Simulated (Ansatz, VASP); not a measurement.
# SiC (Moissanite 3C): VASP beside Ansatz, part 2 of 3

Aim: how closely do two programs agree when they are given the same cell, functional and k mesh? The cell is taken from a series of VASP runs on this material, whose earlier steps may have relaxed, scaled or displaced it; both programs get it as it stands.

VASP 6.6.1 and Ansatz 0.2.0.

So far: Starting point; Ansatz: elastic constants, LDA.

### Step 3. VASP: elastic constants, LDA

Level of this step: LDA; plane waves and PAW (Si, C) (VASP).

The same cell, functional (in two slightly different forms), mesh and smearing now go to VASP, with its own data sets and cutoff.

Lines of VASP's logs that name or quote its potential files are left out, and so is its time.

The input, INCAR:

```
SYSTEM = SiC
PREC = Accurate
ENCUT = 800
EDIFF = 1E-08
NELM = 100
ISMEAR = 0
SIGMA = 0.03
LREAL = .FALSE.
ALGO = Normal
GGA = CA
NBANDS = 10
LORBIT = 11
LWAVE = .FALSE.
LCHARG = .FALSE.
KPAR = 4
IBRION = 6
NFREE = 2
POTIM = 0.015
ISIF = 3
NSW = 1
```

The input, POSCAR:

```
SiC
1.0
    0.0000000000      2.1654392355      2.1654392355
    2.1654392355      0.0000000000      2.1654392355
    2.1654392355      2.1654392355      0.0000000000
Si C
1 1
Direct
    0.0000000000      0.0000000000      0.0000000000
    0.7500000000      0.7500000000      0.7500000000
```

The input, KPOINTS:

```
Automatic mesh
0
Gamma
10 10 10
0 0 0
```

PAW data sets: Si and C (LDA family, release 64).

Started as:

```
$ mpirun -np 4 vasp_std
```

Numbers of over 12 decimals in the logs are rounded to 6 here.

The log of the run:

```text
[banner, memory and clock lines left out]
running    4 mpi-ranks, on    1 nodes
 distrk:  each k-point on    1 cores,    4 groups
 distr:  one band on    1 cores,    1 groups

 POSCAR found type information on POSCAR SiC
 POSCAR found :  2 types and       2 ions
 LDA part: xc-table for (Slater(with rela. corr.)+CA(PZ))
 , standard interpolation
 POSCAR, INCAR and KPOINTS ok, starting setup
 FFT: planning ... GRIDC
 FFT: planning ... GRID_SOFT
 FFT: planning ... GRID
 WAVECAR not read
 entering main loop
       N       E                     dE             d eps       ncg     rms          rms(c)
DAV:   1     0.870098139587E+01    0.87010E+01   -0.53553E+03   972   0.984E+02
DAV:   2    -0.178688338326E+02   -0.26570E+02   -0.24905E+02  1232   0.135E+02
DAV:   3    -0.187370716584E+02   -0.86824E+00   -0.86611E+00  1094   0.215E+01
DAV:   4    -0.187412480932E+02   -0.41764E-02   -0.41760E-02  1086   0.183E+00
DAV:   5    -0.187412703751E+02   -0.22282E-04   -0.22282E-04  1064   0.127E-01    0.926E+00
DAV:   6    -0.167469658597E+02    0.19943E+01   -0.75378E+00   984   0.132E+01    0.408E+00
DAV:   7    -0.166714134022E+02    0.75552E-01   -0.39124E-01  1088   0.392E+00    0.182E+00
DAV:   8    -0.166507812113E+02    0.20632E-01   -0.27155E-02   990   0.107E+00    0.178E-01
DAV:   9    -0.166504198452E+02    0.36137E-03   -0.17963E-03  1134   0.249E-01    0.957E-02
DAV:  10    -0.166504346095E+02   -0.14764E-04   -0.11262E-04  1000   0.711E-02    0.320E-02
DAV:  11    -0.166504350251E+02   -0.41560E-06   -0.31625E-06  1116   0.121E-02    0.132E-02
DAV:  12    -0.166504347943E+02    0.23079E-06   -0.68322E-07   968   0.429E-03    0.593E-04
DAV:  13    -0.166504347931E+02    0.12164E-08   -0.29197E-08  1040   0.115E-03
   1 F= -.16650435E+02 E0= -.16650435E+02  d E =-.888021E-14
[... from here on, the cycles between the ionic steps are left out ...]
   2 F= -.16644677E+02 E0= -.16644677E+02  d E =-.271926E-12
   3 F= -.16644677E+02 E0= -.16644677E+02  d E =-.245936E-26
   8 F= -.16646395E+02 E0= -.16646395E+02  d E =-.228372E-28
   9 F= -.16646395E+02 E0= -.16646395E+02  d E =-.231557E-28
  10 F= -.16646395E+02 E0= -.16646395E+02  d E =-.231573E-28
  11 F= -.16646395E+02 E0= -.16646395E+02  d E =-.231525E-28
  12 F= -.16646395E+02 E0= -.16646395E+02  d E =-.231587E-28
  13 F= -.16646395E+02 E0= -.16646395E+02  d E =-.231875E-28
  14 F= -.16648225E+02 E0= -.16648225E+02  d E =-.191557E-22
  15 F= -.16648225E+02 E0= -.16648225E+02  d E =-.191765E-22
  16 F= -.16648225E+02 E0= -.16648225E+02  d E =-.191896E-22
 Finite differences progress:
  Degree of freedom:   8/  8
  Displacement:        1/  2
  Total:              15/ 16
 bond charge predicted
       N       E                     dE             d eps       ncg     rms          rms(c)
DAV:   1    -0.166512464665E+02   -0.30214E-02   -0.14386E+00  3438   0.856E+00    0.353E-01
DAV:   2    -0.166490802033E+02    0.21663E-02   -0.12089E-02  3894   0.900E-01    0.147E-01
DAV:   3    -0.166482129511E+02    0.86725E-03   -0.29249E-03  3944   0.363E-01    0.260E-02
DAV:   4    -0.166482267665E+02   -0.13815E-04   -0.17429E-04  3826   0.111E-01    0.164E-02
DAV:   5    -0.166482250336E+02    0.17329E-05   -0.32510E-06  4034   0.132E-02    0.145E-03
DAV:   6    -0.166482250424E+02   -0.88079E-08   -0.11825E-07  3874   0.263E-03    0.761E-04
DAV:   7    -0.166482250429E+02   -0.50113E-09   -0.43104E-09  2124   0.465E-04
  17 F= -.16648225E+02 E0= -.16648225E+02  d E =-.191695E-22
 Finite differences progress:
  Degree of freedom:   8/  8
  Displacement:        2/  2
  Total:              16/ 16
```

OUTCAR, selected parts (step 3):

```text
ion  position               nearest neighbor table
   1  0.000  0.000  0.000-   2 1.88   2 1.88   2 1.88   2 1.88
   2  0.750  0.750  0.750-   1 1.88   1 1.88   1 1.88   1 1.88

  LATTYP: Found a face centered cubic cell.
 ALAT       =     4.3308784710

 Subroutine GETGRP returns: Found 24 space group operations
 (whereof 24 operations were pure point group operations)

The static configuration has the point symmetry T_d .

 Found     47 irreducible k-points:

   k-points           NKPTS =     47   k-points in BZ     NKDIM =     47   number of bands    NBANDS=     10

   dimension x,y,z NGX =    28 NGY =   28 NGZ =   28
   dimension x,y,z NGXF=    56 NGYF=   56 NGZF=   56

   ENCUT  =  800.0 eV  58.80 Ry    7.67 a.u.   7.06  7.06  7.06*2*pi/ulx,y,z

   NELECT =       8.0000    total number of electrons

 k-points in reciprocal lattice and weights: Automatic mesh
   0.00000000  0.00000000  0.00000000       0.001
   0.10000000  0.00000000  0.00000000       0.008
   0.20000000  0.00000000  0.00000000       0.008
   0.30000000  0.00000000  0.00000000       0.008
   0.40000000  0.00000000  0.00000000       0.008
   0.50000000  0.00000000  0.00000000       0.004
   0.10000000  0.10000000  0.00000000       0.006
   0.20000000  0.10000000  0.00000000       0.024
   0.30000000  0.10000000  0.00000000       0.024
[...]
-0.30000000  0.40000000  0.20000000       0.024
  -0.30000000  0.50000000  0.20000000       0.012

 average (electrostatic) potential at core
       1 -81.6728       2 -48.7697

 E-fermi :   8.5370

 k-point     1 :       0.0000    0.0000    0.0000
  band No.  band energies     occupation
      1      -7.1877      2.00000
      2       8.2008      2.00000
      3       8.2737      2.00000
      4       8.3441      2.00000
      5      14.7854      0.00000
      6      15.5683      0.00000
      7      15.5971      0.00000
      8      15.6279      0.00000
      9      22.8437      0.00000
    ...

 k-point     2 :       0.1000    0.0000    0.0000
  band No.  band energies     occupation
      1      -6.9889      2.00000
      2       7.3099      2.00000
      3       8.0679      2.00000
      4       8.1647      2.00000
      5      14.9633      0.00000
      6      15.8137      0.00000
      7      15.8725      0.00000
      8      15.9265      0.00000
      9      21.8776      0.00000
    ...

 k-point     3 :       0.2000    0.0000    0.0000
  band No.  band energies     occupation
      1      -6.4009      2.00000
      2       5.1735      2.00000
      3       7.7625      2.00000
      4       7.8571      2.00000
      5      14.6016      0.00000
      6      16.1487      0.00000
      7      16.2313      0.00000
      8      17.1541      0.00000
      9      21.2036      0.00000
    ...

  Total       -0.0023372      0.0032342      0.0032342      0.0000000     -0.1301982      0.0000000
  in kB       -0.1843867      0.2551611      0.2551611      0.0000000    -10.2718267      0.0000000
  external PRESSURE =       0.1086452 kB  Pullay stress =       0.0000000 kB

  energy-cutoff  :      800.00
  volume of cell :       20.31
      direct lattice vectors                 reciprocal lattice vectors
     0.000000000  2.165439236  2.165439236    -0.230900037  0.230900037  0.230900037
     2.165439236  0.000000000  2.165439236     0.230900037 -0.230900037  0.230900037
     2.165439236  2.165439236  0.000000000     0.230900037  0.230900037 -0.230900037

 POSITION                                       TOTAL-FORCE (eV/Angst)
 -----------------------------------------------------------------------------------
      0.00000      0.00000      0.00000        -0.294595      0.000000      0.000000
      3.23316      3.24816      3.24816         0.294595     -0.000000     -0.000000
 -----------------------------------------------------------------------------------
    total drift:                               -0.000027      0.000000      0.000000

  FREE ENERGIE OF THE ION-ELECTRON SYSTEM (eV)
  ---------------------------------------------------
  free  energy   TOTEN  =       -16.6482250429 eV

  energy  without entropy=      -16.6482250429  energy(sigma->0) =      -16.64822504

  SYMMETRIZED ELASTIC MODULI (kBar)
 Direction    XX          YY          ZZ          XY          YZ          ZX
 --------------------------------------------------------------------------------
 XX        4036.5928   1425.0240   1425.0240      0.0000     -0.0000     -0.0000
 YY        1425.0240   4036.5928   1425.0240      0.0000      0.0000      0.0000
 ZZ        1425.0240   1425.0240   4036.5928      0.0000      0.0000      0.0000
 XY           0.0000      0.0000      0.0000   2834.0493      0.0000      0.0000
 YZ          -0.0000      0.0000      0.0000      0.0000   2834.0493      0.0000
 ZX          -0.0000      0.0000      0.0000      0.0000      0.0000   2834.0493
 --------------------------------------------------------------------------------

 Eigenvectors and eigenvalues of the dynamical matrix
 ----------------------------------------------------

   1 f  =   23.885999 THz   150.080160 2PiTHz  796.751174 cm-1    98.784511 meV
             X         Y         Z           dx          dy          dz
      0.000000  0.000000  0.000000    -0.547330    0.000000   -0.000000
      3.248159  3.248159  3.248159     0.836917   -0.000000   -0.000000

   2 f  =   23.885999 THz   150.080160 2PiTHz  796.751174 cm-1    98.784511 meV
             X         Y         Z           dx          dy          dz
      0.000000  0.000000  0.000000     0.000000    0.547330    0.000000
      3.248159  3.248159  3.248159    -0.000000   -0.836917    0.000000

   3 f  =   23.885999 THz   150.080160 2PiTHz  796.751174 cm-1    98.784511 meV
             X         Y         Z           dx          dy          dz
      0.000000  0.000000  0.000000     0.000000    0.000000   -0.547330
      3.248159  3.248159  3.248159     0.000000    0.000000    0.836917

   4 f/i=    0.000360 THz     0.002264 2PiTHz    0.012018 cm-1     0.001490 meV
             X         Y         Z           dx          dy          dz
      0.000000  0.000000  0.000000     0.836900    0.005369    0.000128
      3.248159  3.248159  3.248159     0.547319    0.003511    0.000084

   5 f/i=    0.000360 THz     0.002264 2PiTHz    0.012018 cm-1     0.001490 meV
             X         Y         Z           dx          dy          dz
      0.000000  0.000000  0.000000     0.004632   -0.731681    0.406265
      3.248159  3.248159  3.248159     0.003029   -0.478507    0.265691

   6 f/i=    0.000360 THz     0.002264 2PiTHz    0.012018 cm-1     0.001490 meV
             X         Y         Z           dx          dy          dz
      0.000000  0.000000  0.000000     0.002718   -0.406256   -0.731696
      3.248159  3.248159  3.248159     0.001778   -0.265685   -0.478517

 ELASTIC MODULI CONTR FROM IONIC RELAXATION (kBar)
 Direction    XX          YY          ZZ          XY          YZ          ZX
 --------------------------------------------------------------------------------
 XX          -0.0000      0.0000      0.0000      0.0000     -0.0000      0.0000
 YY           0.0000     -0.0000      0.0000      0.0000      0.0000      0.0000
 ZZ           0.0000      0.0000     -0.0000     -0.0000      0.0000      0.0000
 XY           0.0000      0.0000     -0.0000   -302.4572     -0.0000      0.0000
 YZ          -0.0000      0.0000      0.0000     -0.0000   -302.4572     -0.0000
 ZX           0.0000      0.0000      0.0000      0.0000     -0.0000   -302.4572
 --------------------------------------------------------------------------------

 TOTAL ELASTIC MODULI (kBar)
 Direction    XX          YY          ZZ          XY          YZ          ZX
 --------------------------------------------------------------------------------
 XX        4036.5928   1425.0240   1425.0240      0.0000     -0.0000     -0.0000
 YY        1425.0240   4036.5928   1425.0240      0.0000      0.0000      0.0000
 ZZ        1425.0240   1425.0240   4036.5928      0.0000      0.0000      0.0000
 XY           0.0000      0.0000      0.0000   2531.5921     -0.0000      0.0000
 YZ          -0.0000      0.0000      0.0000     -0.0000   2531.5921     -0.0000
 ZX          -0.0000      0.0000      0.0000      0.0000     -0.0000   2531.5921
 --------------------------------------------------------------------------------

 total charge
# of ion       s       p       d       tot
------------------------------------------
    1        0.714   0.997   0.000   1.710
    2        0.829   1.730   0.000   2.558
--------------------------------------------------
tot          1.542   2.726   0.000   4.269

[... 3 further parts left out ...]
```

CONTCAR:

```
SiC
   1.00000000000000
     0.0000000000000000    2.1654392355000001    2.1654392355000001
     2.1654392355000001    0.0000000000000000    2.1654392355000001
     2.1654392355000001    2.1654392355000001    0.0000000000000000
  Si              C
     1     1
Direct
     0.0000000000000000    0.0000000000000000    0.0000000000000000
     0.7534635005577832    0.7465364994422166    0.7465364994422165
```

### Step 4. Side by side

Known differences besides the potentials themselves: the two LDA forms differ slightly; the cutoff is 420 eV in Ansatz and 800 eV in VASP; VASP's log shows a relativistic correction to its local exchange, Ansatz's none. Total energies have different zeros and are not compared.

Compared:

```
 quantity  Ansatz   VASP  difference
C11 (GPa)   402.2  403.7     -0.35 %
C22 (GPa)   402.2  403.7     -0.35 %
C33 (GPa)   402.2  403.7     -0.35 %
C12 (GPa)   141.5  142.5     -0.70 %
C13 (GPa)   141.5  142.5     -0.70 %
C23 (GPa)   141.5  142.5     -0.70 %
C44 (GPa)   251.4  253.2     -0.68 %
C55 (GPa)   251.4  253.2     -0.68 %
C66 (GPa)   251.4  253.2     -0.68 %
```

(Part 2 of 3 ends here.)

[Lines on the potential files, build, host, timing and source positions are cut from VASP's logs without a mark.]

[Logs are printed without paths, hosts, clocks, repeated set-up lines and the standing remarks that a program may print on its own settings, such as how far it seeks lower states.]

[Hosts, paths, dates, database ids (printed as entryN), source tags and the programs' standing remarks are cut or masked in the printed files.]
